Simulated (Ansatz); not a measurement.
# HfO₂: random displacements

All numbers below come from DFT r2SCAN, scalar-relativistic, plane waves, PAW (Ansatz 0.2.0). Cutoff 500 eV, Γ-centred 6×6×8 k-points, Gaussian smearing of 0.05 eV. Spin–orbit coupling is left out, which matters for the heavy elements here. No spin polarisation. Energies are free energies at this smearing, counted from the undisturbed cell; pressure is positive in compression.

The undisturbed cell (as given, not relaxed at this level; this rutile-type form isn't the usual structure):

```yaml
crystal:
  lattice:
    - [4.81353, 0.00000, 0.00000]
    - [0.00000, 4.81353, 0.00000]
    - [0.00000, 0.00000, 3.20542]
  atoms:
    - { symbol: Hf, position: [0.00000, 0.00000, 0.00000] }
    - { symbol: Hf, position: [0.50000, 0.50000, 0.50000] }
    - { symbol: O, position: [0.19496, 0.80504, 0.50000] }
    - { symbol: O, position: [0.30504, 0.30504, 0.00000] }
    - { symbol: O, position: [0.69496, 0.69496, 0.00000] }
    - { symbol: O, position: [0.80504, 0.19496, 0.50000] }
```

The atoms are displaced (Å, in the unstrained cell):

| atom | ux | uy | uz |
| --- | --- | --- | --- |
| Hf1 | 0.203 | 0.079 | -0.169 |
| Hf2 | 0.045 | -0.138 | -0.004 |
| O3 | 0.202 | -0.058 | 0.084 |
| O4 | 0.105 | 0.029 | 0.141 |
| O5 | -0.051 | -0.073 | 0.114 |
| O6 | -0.504 | 0.161 | -0.166 |

Strain (Voigt, engineering shear): (-0.0118, -0.0545, 0.0089, 0.0882, 0.0502, 0.1326).

Q: What are the energy change, the stress and the forces?

A: ΔE = 2868.0 meV/atom; stress (xx, yy, zz, yz, xz, xy; compression positive) (101.30, 157.13, 27.03, 13.66, -28.27, -126.50) GPa; gap on the mesh 2.09 eV.
```csv
atom,Fx (eV/Å),Fy,Fz
Hf1,-0.82,-0.85,2.48
Hf2,-31.62,43.49,11.06
O3,-8.98,9.26,-1.56
O4,-5.36,-3.02,-1.10
O5,3.75,3.12,-3.37
O6,43.02,-52.01,-7.51
```

Cost: 1 run of about 1.6 core-minutes, on Intel Xeon Platinum 8259CL (Skylake/Cascade Lake) (shared hosts).